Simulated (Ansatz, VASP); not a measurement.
# One calculation of Au, two programs

Contents of INCAR:

```
ALGO     = Normal         # electronic algorithm
EDIFF    = 1E-8           # SCF threshold, eV
ENCUT    = 520            # plane-wave cutoff, eV
GGA      = CA             # functional
ISIF     = 2              # what is computed and relaxed
ISMEAR   = -1             # smearing method
LASPH    = True           # aspherical terms in the spheres
LCHARG   = False          # write CHGCAR
LEFG     = True         
LREAL    = False          # projectors in reciprocal space
LWAVE    = False          # write WAVECAR
NBANDS   = 12             # bands
NELM     = 80             # most SCF steps
PREC     = Accurate       # precision mode
SIGMA    = 0.03           # smearing width, eV
```

KPOINTS

```
k-points
0
Gamma
  15 15 15
```

POSCAR

```
Au
1.0
    0.0000000000      2.0994568819      2.0994568819
    2.0994568819      0.0000000000      2.0994568819
    2.0994568819      2.0994568819      0.0000000000
Au
1
Direct
    0.0000000000      0.0000000000      0.0000000000
```

Input for Ansatz:

```yaml
crystal:
  lattice:
    - [0.0, 2.0994568819, 2.0994568819]
    - [2.0994568819, 0.0, 2.0994568819]
    - [2.0994568819, 2.0994568819, 0.0]
  atoms:
    - { symbol: Au, position: [0.0, 0.0, 0.0] }
kpoints:
  mp_grid: { grid: [15, 15, 15] }
scf:
  occupations: { method: fermi_dirac, width: 0.03 }
hamiltonian:
  xc: lda
  pseudopotentials: { kind: paw }
output:
  forces: true
  stress: true
  eigenvalues: true
  efg: { contact_densities: true }
  write_density: true
  write_potential: true
  elf: true
  volumetric_format: npy
```

Change from the starting cell: volume scaled by 1.02, PAW files.

Alike in both runs: task electric field gradients; functional LDA; k mesh 15 × 15 × 15; occupations fermi-dirac, width 0.03 eV; no spin polarisation.

|  | VASP | Ansatz |
| --- | --- | --- |
| version | VASP 6.6.1 | Ansatz 0.2.0 |
| potentials or method | VASP PAW LDA potentials, release 64 (Au) | PAW with Ansatz's default frozen-core files, scalar-relativistic |
| plane-wave cutoff (eV) | 520 | 420 |
| valence electrons in the cell | 11 | 19 |

Ansatz gave:

| Quantity | Value |
| --- | --- |
| pressure (GPa) | -15.7 |
| Vzz of the field gradient on the site that differs most (V/Å²) | 0.0 |

Problem. What did VASP give for the same quantities?

Solution. Pressure (GPa): -15.3; Vzz of the field gradient on the site that differs most (V/Å²): 0.0.

The two sets of potentials don't hold the same shells in valence. Ansatz warned: «gradients_without_spin_orbit».

Caveats: so large a pressure means that the cell lies far from this level's equilibrium, or that cutoff or potentials fall short (VASP). The runs have no spin-orbit coupling, so splittings on Au are missing.
